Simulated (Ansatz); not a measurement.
LiI:
```
LiI
1.0
    0.00000     2.95111     2.95111
    2.95111     0.00000     2.95111
    2.95111     2.95111     0.00000
Li I
1 1
Direct
  0.00000   0.00000   0.00000
  0.50000   0.50000   0.50000
```

The program Ansatz at the PBEsol level (PAW) gives a gap of 4.31 eV without spin–orbit coupling, maximum on the K–Γ line, 76 % of the way from K, minimum at X.

**Question.** What happens when spin–orbit coupling is switched on?

**Answer.** The gap decreases by 0.35 eV, to 3.96 eV; maximum at Γ, minimum at X.

**Question.** Give the electron effective mass with spin–orbit coupling.

**Answer.** 0.47, 0.47, 0.88 mₑ (principal values).

**Question.** Give the hole effective mass with spin–orbit coupling, band 1 of 2 at the edge.

**Answer.** 0.93 along [100], 2.3 along [110], 3.5 along [111] (mₑ).

**Question.** Give the hole effective mass with spin–orbit coupling, band 2 of 2 at the edge.

**Answer.** 0.42 along [100], 0.33 along [110], 0.32 along [111] (mₑ).

Space group Fm-3m (rock salt). Symmetry was held in the PBEsol relaxation; of distortions, only those at the zone centre were tested.

Potentials: the later of the program's two PAW sets.
